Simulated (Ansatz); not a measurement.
The system is LiF (Griceite).

```
F Li
1.0
     0.00000    2.01400    2.01400
     2.01400    0.00000    2.01400
     2.01400    2.01400    0.00000
F Li
1 1
Direct
  0.50000 0.50000 0.50000
  0.00000 0.00000 0.00000
```

Program: Ansatz 0.2.0. Alike in all runs: cell as given.

Problem. Order these runs on this cell by their band gap on the k mesh, lowest first.
A. level r2SCANh; potentials or basis Ansatz PAW; spin off; k mesh 7 × 7 × 7; cutoff (eV) 500; smearing fermi-dirac 0.05 eV; driver calculator
B. level r2SCAN; potentials or basis JTH PAW; spin collinear, ferromagnetic start; k mesh 11 × 11 × 11; cutoff (eV) 1500; smearing gaussian 0.02 eV
C. level PBE; potentials or basis Ansatz PAW; spin off; k mesh 11 × 11 × 11; cutoff (eV) 420; smearing fermi-dirac 0.05 eV; points for each segment of the path 14
D. level HSE06; potentials or basis Ansatz PAW; spin off; k mesh 8 × 8 × 8; cutoff (eV) 420; smearing fixed; level hse06; run kind scf
E. level PBEsol; potentials or basis Ansatz PAW; spin off; k mesh 10 × 10 × 10; cutoff (eV) 420; smearing fixed; level pbesol; run kind scf

Solution. E (8.92 eV), C (9.09 eV), B (10.05 eV), A (11.14 eV), D (11.40 eV).

Caveats: odd divisions of the mesh miss points on the zone boundary, where band edges often lie, so the gap on the mesh can be too wide (some runs).

A k mesh can miss the band edges.

Not every run made on this cell is shown here.
